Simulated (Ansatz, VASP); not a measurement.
Hf in VASP and in Ansatz

```xyz
2
Lattice="0.0000 2.9830 2.9830 2.9830 0.0000 2.9830 2.9830 2.9830 0.0000" Properties=species:S:1:pos:R:3 pbc="T T T"
Hf    0.7457    0.7457    0.7457
Hf    5.2202    5.2202    5.2202
```

Alike in both runs: task single point; functional LDA; k mesh 10 × 10 × 10; occupations fermi-dirac, width 0.1 eV; no spin polarisation.

|  | VASP | Ansatz |
| --- | --- | --- |
| version | VASP 6.6.1 | Ansatz 0.2.0 |
| potentials or method | VASP PAW LDA potentials, release 64 (Hf_pv) | plane waves (420 eV) with PAW, scalar-relativistic |
| plane-wave cutoff (eV) | 520 | 420 |
| valence electrons in the cell | 20 | 52 |

```tsv
	VASP	Ansatz	Ansatz less VASP
pressure (GPa)	4.7	5.2	+0.49
```

The two sets of potentials don't hold the same shells in valence. Ansatz warned: «pseudo_functional_mismatch».

The runs have no spin-orbit coupling, so splittings on Hf are missing.
